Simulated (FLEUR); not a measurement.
# CuO (P-1) in FLEUR: notebook

Aim: see how the results for CuO move with the level of theory and the settings. Levels: LDA, PBEsol, r2SCAN. Tasks: band structure.

Program: FLEUR MaX-R8.1 (later development tree). These are calculated values, not measurements. Logs are shortened: lines on timing, memory, paths and dates and some standing lists are left out, and cuts for length are marked.

## (1) The structure

The typed cell holds 4 atoms: a = 2.880 Å, b = 2.880 Å, c = 5.176 Å, α = 89.81°, β = 89.81°, γ = 89.22°.

The cell comes from a database or a generator and needn't be the stable form of this composition.

## (2) Band structure, LDA

The input, inp.xml:

```xml
<?xml version="1.0" encoding="UTF-8" standalone="no"?>
<fleurInput fleurInputVersion="0.39">
   <comment>
      CuO                                                                                                 
   </comment>
   <calculationSetup>
      <cutoffs Kmax="5.16" Gmax="16.0" GmaxXC="16.0" numbands="0"/>
      <scfLoop itmax="60" minDistance="0.00001" maxIterBroyd="15" imix="Anderson" alpha="0.05" precondParam="0.0" spinf="2.0" sdNocoIR="T"/>
      <coreElectrons ctail="T" frcor="F" kcrel="0" coretail_lmax="0"/>
      <xcFunctional name="vwn" relativisticCorrections="F"/>
      <magnetism jspins="1"/>
      <soc l_soc="F" theta="0.0" phi="0.0" spav="F"/>
      <expertModes spex="0" secvar="F"/>
      <geometryOptimization l_f="F" forcealpha="1.0" forcemix="BFGS" epsdisp="0.00001" epsforce="0.00001"/>
      <ldaU l_linMix="F" mixParam="0.05" spinf="1.0"/>
   </calculationSetup>
   <cell>
      <bzIntegration valenceElectrons="50.0" mode="hist" fermiSmearingEnergy="0.00183747">
         <kPointListSelection listName="default-1"/>
         <!-- k-points included here -->
         <xi:include xmlns:xi="http://www.w3.org/2001/XInclude" href="kpts.xml"> </xi:include>
      </bzIntegration>
      <!-- symmetry operations included here -->
      <xi:include xmlns:xi="http://www.w3.org/2001/XInclude" href="sym.xml"> </xi:include>
      <bulkLattice scale="1.0">
         <bravaisMatrix>
[... 33 lines left out ...]
         <lo type="SCLO" l="1" n="2" eDeriv="2"/>
         <lo type="SCLO" l="2" n="3" eDeriv="2"/>
      </species>
   </atomSpecies>
   <atomGroups>
      <atomGroup species="Copper (Cu)">
         <relPos label="                   1">.0000000000 1.000/2.000 .0000000000</relPos>
         <force calculate="T" relaxXYZ="TTT"/>
      </atomGroup>
      <atomGroup species="Copper (Cu)">
         <relPos label="                   2">1.000/2.000 .0000000000 1.000/2.000</relPos>
         <force calculate="T" relaxXYZ="TTT"/>
      </atomGroup>
      <atomGroup species="Oxygen (O)">
         <relPos label="                   3">-.0015760300 .0016717800 -.2501129000</relPos>
         <relPos label="                   4">.0015760300 -.0016717800 .2501129000</relPos>
         <force calculate="T" relaxXYZ="TTT"/>
      </atomGroup>
   </atomGroups>
   <output dos="F" band="F" slice="F">
      <checks vchk="F" cdinf="F"/>
      <bandDOS minEnergy="-.5*Htr" maxEnergy="0.5*Htr" sigma="0.015" storeEVData="T"/>
      <vacuumDOS vacdos="F" integ="F" star="F" nstars="0" locx1="0.0" locy1="0.0" locx2="0.0" locy2="0.0" nstm="0" tworkf="0.0"/>
      <unfoldingBand unfoldBand="F" supercellX="1" supercellY="1" supercellZ="1"/>
      <plotting iplot="0" polar="F">
         <plot TwoD="T" vec1="  1.0  0.0  0.0" vec2="  0.0  1.0  0.0" vec3="  0.0  0.0  1.0" zero="  0.0  0.0  0.0" file="plot"/>
      </plotting>
      <chargeDensitySlicing numkpt="0" minEigenval="0.0" maxEigenval="0.0" nnne="0" pallst="F"/>
      <specialOutput eonly="F"/>
      <moessbauerParams electricFieldGradient="T" isomerShift="T" coreHyperfine="T" valenceHyperfine="T"/>
      <magneticCircularDichroism mcd="F" energyLo="-10.0" energyUp="0.0"/>
   </output>
  <!-- We include the file relax.xml here to enable relaxations (see documentation) -->
  <xi:include xmlns:xi="http://www.w3.org/2001/XInclude" href="relax.xml"> <xi:fallback/> </xi:include>
</fleurInput>
```

The input, crystal.txt:

```
CuO
&input cartesian=F /
2.8795009639  0.0000000000  0.0000000000
0.0390727580  2.8792794796  0.0000000000
0.0174953863  0.0172449008  5.1763391994
1.8897261246
1.0 1.0 1.0

4
29 0.0000000000  0.5000000000  0.0000000000
29 0.5000000000  0.0000000000  0.5000000000
8 0.9984239700  0.0016717800  0.7498871000
8 0.0015760300  0.9983282200  0.2501129000

&kpt div1=9 div2=9 div3=5 gamma=T /
```

The input, inp.xml (bands):

```
<?xml version="1.0" encoding="UTF-8" standalone="no"?>
<fleurInput fleurInputVersion="0.39">
   <comment>
      CuO                                                                                                 
   </comment>
   <calculationSetup>
      <cutoffs Kmax="5.16" Gmax="16.0" GmaxXC="16.0" numbands="0"/>
      <scfLoop itmax="60" minDistance="0.00001" maxIterBroyd="15" imix="Anderson" alpha="0.05" precondParam="0.0" spinf="2.0" sdNocoIR="T"/>
      <coreElectrons ctail="T" frcor="F" kcrel="0" coretail_lmax="0"/>
      <xcFunctional name="vwn" relativisticCorrections="F"/>
      <magnetism jspins="1"/>
      <soc l_soc="F" theta="0.0" phi="0.0" spav="F"/>
      <expertModes spex="0" secvar="F"/>
      <geometryOptimization l_f="F" forcealpha="1.0" forcemix="BFGS" epsdisp="0.00001" epsforce="0.00001"/>
      <ldaU l_linMix="F" mixParam="0.05" spinf="1.0"/>
   </calculationSetup>
   <cell>
      <bzIntegration valenceElectrons="50.0" mode="hist" fermiSmearingEnergy="0.00183747">
         <kPointListSelection listName="path-1"/>
         <!-- k-points included here -->
         <xi:include xmlns:xi="http://www.w3.org/2001/XInclude" href="kpts.xml"> </xi:include>
      </bzIntegration>
      <!-- symmetry operations included here -->
      <xi:include xmlns:xi="http://www.w3.org/2001/XInclude" href="sym.xml"> </xi:include>
      <bulkLattice scale="1.0">
[... 34 lines left out ...]
         <lo type="SCLO" l="1" n="2" eDeriv="2"/>
         <lo type="SCLO" l="2" n="3" eDeriv="2"/>
      </species>
   </atomSpecies>
   <atomGroups>
      <atomGroup species="Copper (Cu)">
         <relPos label="                   1">.0000000000 1.000/2.000 .0000000000</relPos>
         <force calculate="T" relaxXYZ="TTT"/>
      </atomGroup>
      <atomGroup species="Copper (Cu)">
         <relPos label="                   2">1.000/2.000 .0000000000 1.000/2.000</relPos>
         <force calculate="T" relaxXYZ="TTT"/>
      </atomGroup>
      <atomGroup species="Oxygen (O)">
         <relPos label="                   3">-.0015760300 .0016717800 -.2501129000</relPos>
         <relPos label="                   4">.0015760300 -.0016717800 .2501129000</relPos>
         <force calculate="T" relaxXYZ="TTT"/>
      </atomGroup>
   </atomGroups>
   <output dos="F" band="T" slice="F">
      <checks vchk="F" cdinf="F"/>
      <bandDOS minEnergy="-.5*Htr" maxEnergy="0.5*Htr" sigma="0.015" storeEVData="T"/>
      <vacuumDOS vacdos="F" integ="F" star="F" nstars="0" locx1="0.0" locy1="0.0" locx2="0.0" locy2="0.0" nstm="0" tworkf="0.0"/>
      <unfoldingBand unfoldBand="F" supercellX="1" supercellY="1" supercellZ="1"/>
      <plotting iplot="0" polar="F">
         <plot TwoD="T" vec1="  1.0  0.0  0.0" vec2="  0.0  1.0  0.0" vec3="  0.0  0.0  1.0" zero="  0.0  0.0  0.0" file="plot"/>
      </plotting>
      <chargeDensitySlicing numkpt="0" minEigenval="0.0" maxEigenval="0.0" nnne="0" pallst="F"/>
      <specialOutput eonly="F"/>
      <moessbauerParams electricFieldGradient="T" isomerShift="T" coreHyperfine="T" valenceHyperfine="T"/>
      <magneticCircularDichroism mcd="F" energyLo="-10.0" energyUp="0.0"/>
   </output>
  <!-- We include the file relax.xml here to enable relaxations (see documentation) -->
  <xi:include xmlns:xi="http://www.w3.org/2001/XInclude" href="relax.xml"> <xi:fallback/> </xi:include>
</fleurInput>
```

Potentials or basis: all-electron, FLAPW.

Started as:

```bash
inpgen -f crystal.txt -profile fastHighL
# inp.xml edited to the form shown
fleur_MPI
fleur_MPI   # second run, on inp.xml (bands)
```

What it wrote:

```text
Welcome to FLEUR        (www.flapw.de)
      MaX-Release 8.1          (www.max-centre.eu)

 ========== k-point set info ==========
 Selected k-point list: default-1
 k-point list type: mesh
 9 x 9 x 5
 Number of k points: 203

 ------------Calculation Setup---------------------------
 Number of MPI-tasks      :            1
 Number of PE/node        :            1
 Number of OMP-threads    :            1
 Most efficient MPI parallelization for:
           1           7          29         203
 Additional eigenvalue parallelization possible
 Number of basis functions:          830
 Approximate size of matrices (H+S) per k-point:         0.010 GB
 --------------------------------------------------------
 Iteration:     1   Distance:      48.54439176 me/bohr^3
 Iteration:     2   Distance:      36.50359064 me/bohr^3
 Iteration:     3   Distance:      15.01566110 me/bohr^3
 Iteration:     4   Distance:      11.99951245 me/bohr^3
 Iteration:     5   Distance:       6.69797525 me/bohr^3
 Iteration:     6   Distance:       5.18395726 me/bohr^3
 Iteration:     7   Distance:       1.25876013 me/bohr^3
 Iteration:     8   Distance:       0.93835941 me/bohr^3
 Iteration:     9   Distance:       1.09560919 me/bohr^3
 Iteration:    10   Distance:       0.13019062 me/bohr^3
 Iteration:    11   Distance:       0.07018510 me/bohr^3
 Iteration:    12   Distance:       0.00823468 me/bohr^3
 Iteration:    13   Distance:       0.00492801 me/bohr^3
 Iteration:    14   Distance:       0.00094914 me/bohr^3
 Iteration:    15   Distance:       0.00079011 me/bohr^3
 Iteration:    16   Distance:       0.00050411 me/bohr^3
 Iteration:    17   Distance:       0.00041772 me/bohr^3
 Iteration:    18   Distance:       0.00022822 me/bohr^3
 Iteration:    19   Distance:       0.00009206 me/bohr^3
 Iteration:    20   Distance:       0.00002779 me/bohr^3
 Iteration:    21   Distance:       0.00000435 me/bohr^3

 ********************************************************************
 Run finished successfully
 Stop message:
   all done
 ********************************************************************
```

Wall time 17 min (1 thread of Arm Neoverse V1, shared host); peak memory 0.17 GiB.

What came out:

```
Free energy                                           : -94003.3287 eV
Band gap along the path                               : none (metal or under the smearing width)
Valence electrons inside the program's atomic spheres : Cu 17.07; O 4.61 (radii Cu 1.9, O 1.45 bohr)
```

Levels at the corners of the path, in eV from the Fermi level:
```csv
point,band 23,band 24,band 25,band 26,band 27,band 28
Γ,-2.32,-2.02,0.68,0.71,1.48,6.11
Y,-1.62,-1.16,-1.15,1.20,2.02,7.00
F,-1.38,-1.38,-0.48,-0.43,3.85,3.93
L,-1.38,-1.38,-0.46,-0.46,3.89,3.89
I,-1.39,-1.38,-0.46,-0.46,3.89,3.89
I1,-1.39,-1.38,-0.46,-0.46,3.89,3.89
Z,-1.53,-1.53,0.10,0.10,3.55,3.56
F1,-1.38,-1.38,-0.48,-0.43,3.85,3.93
Y,-1.62,-1.16,-1.15,1.20,2.02,7.00
X1,-1.62,-1.16,-1.15,1.20,2.03,6.99
X,-1.62,-1.16,-1.15,1.20,2.03,6.99
Γ,-2.32,-2.02,0.68,0.71,1.48,6.11
N,-1.58,-1.50,0.24,0.46,3.36,5.97
M,-2.03,-1.83,-0.10,0.71,4.13,5.89
Γ,-2.32,-2.02,0.68,0.71,1.48,6.11
```

Core levels (eV from the Fermi level):
| atom | levels |
| --- | --- |
| 1 Cu | 1s1/2 -8829.0, 2s1/2 -1058.1, 2p1/2 -927.9, 2p3/2 -907.4 |
| 2 Cu | 1s1/2 -8829.0, 2s1/2 -1058.1, 2p1/2 -927.9, 2p3/2 -907.4 |
| 3 O | 1s1/2 -502.8 |
| 4 O | 1s1/2 -502.8 |

Caveat: the run has no spin polarisation, though such a crystal can be magnetic; semilocal functionals often make such compounds metallic where correlation or magnetic order opens a gap, which also shifts bond lengths.

## (3) Band structure, PBEsol

Changes to inp.xml since step 2:

```diff
@@ -9,3 +9,3 @@
       <coreElectrons ctail="T" frcor="F" kcrel="0" coretail_lmax="0"/>
-      <xcFunctional name="vwn" relativisticCorrections="F"/>
+      <xcFunctional name="PBEs" relativisticCorrections="F"/>
       <magnetism jspins="1"/>
```

crystal.txt is that of step 2.

Changes to inp.xml (bands) since step 2:

```diff
@@ -9,3 +9,3 @@
       <coreElectrons ctail="T" frcor="F" kcrel="0" coretail_lmax="0"/>
-      <xcFunctional name="vwn" relativisticCorrections="F"/>
+      <xcFunctional name="PBEs" relativisticCorrections="F"/>
       <magnetism jspins="1"/>
```

Potentials or basis: all-electron, FLAPW.

Started as:

```bash
inpgen -f crystal.txt -profile fastHighL
# inp.xml edited to the form shown
fleur_MPI
fleur_MPI   # second run, on inp.xml (bands)
```

Run time: 18 min. Hardware: 1 thread of Arm Neoverse V1, shared host; peak memory 0.17 GiB.

Results (log left out):

```yaml
Free_energy: -94079.5538 eV
Band_gap_along_the_path: none (metal or under the smearing width)
Valence_electrons_inside_the_program's_atomic_spheres: Cu 17.06; O 4.62 (radii Cu 1.9, O 1.45 bohr)
```

Levels at the corners of the path, in eV from the Fermi level:
| point | band 21 | band 22 | band 23 | band 24 | band 25 | band 26 | band 27 | band 28 | band 29 | band 30 |
| --- | --- | --- | --- | --- | --- | --- | --- | --- | --- | --- |
| Γ | -2.44 | -2.40 | -2.31 | -2.02 | 0.68 | 0.71 | 1.42 | 6.03 | 7.28 | 13.47 |
| Y | -2.34 | -2.33 | -1.60 | -1.16 | -1.15 | 1.21 | 2.00 | 7.02 | 9.76 | 10.02 |
| F | -2.00 | -2.00 | -1.38 | -1.38 | -0.48 | -0.43 | 3.83 | 3.91 | 10.72 | 10.73 |
| L | -2.00 | -2.00 | -1.38 | -1.38 | -0.46 | -0.45 | 3.87 | 3.87 | 10.72 | 10.73 |
| I | -2.00 | -2.00 | -1.38 | -1.38 | -0.45 | -0.45 | 3.87 | 3.87 | 10.72 | 10.73 |
| I1 | -2.00 | -2.00 | -1.38 | -1.38 | -0.45 | -0.45 | 3.87 | 3.87 | 10.72 | 10.73 |
| Z | -2.36 | -2.35 | -1.54 | -1.54 | 0.10 | 0.11 | 3.51 | 3.51 | 11.45 | 11.46 |
| F1 | -2.00 | -2.00 | -1.38 | -1.38 | -0.48 | -0.43 | 3.83 | 3.91 | 10.72 | 10.73 |
| Y | -2.34 | -2.33 | -1.60 | -1.16 | -1.15 | 1.21 | 2.00 | 7.02 | 9.76 | 10.02 |
| X1 | -2.34 | -2.34 | -1.60 | -1.16 | -1.15 | 1.21 | 2.00 | 7.01 | 9.76 | 10.03 |
| X | -2.34 | -2.34 | -1.60 | -1.16 | -1.15 | 1.21 | 2.00 | 7.01 | 9.76 | 10.03 |
| Γ | -2.44 | -2.40 | -2.31 | -2.02 | 0.68 | 0.71 | 1.42 | 6.03 | 7.28 | 13.47 |
| N | -2.25 | -1.93 | -1.58 | -1.51 | 0.24 | 0.47 | 3.36 | 5.98 | 6.49 | 11.01 |
| M | -2.42 | -2.39 | -2.03 | -1.82 | -0.10 | 0.70 | 4.12 | 5.91 | 8.22 | 8.97 |
| Γ | -2.44 | -2.40 | -2.31 | -2.02 | 0.68 | 0.71 | 1.42 | 6.03 | 7.28 | 13.47 |

Core levels (eV from the Fermi level):
| atom | levels |
| --- | --- |
| 1 Cu | 1s1/2 -8838.8, 2s1/2 -1059.4, 2p1/2 -928.1, 2p3/2 -907.7 |
| 2 Cu | 1s1/2 -8838.8, 2s1/2 -1059.4, 2p1/2 -928.2, 2p3/2 -907.7 |
| 3 O | 1s1/2 -505.0 |
| 4 O | 1s1/2 -505.0 |

Caveat: the run has no spin polarisation, though such a crystal can be magnetic; semilocal functionals often make such compounds metallic where correlation or magnetic order opens a gap, which also shifts bond lengths.

(Continued in part 2 of 2.)
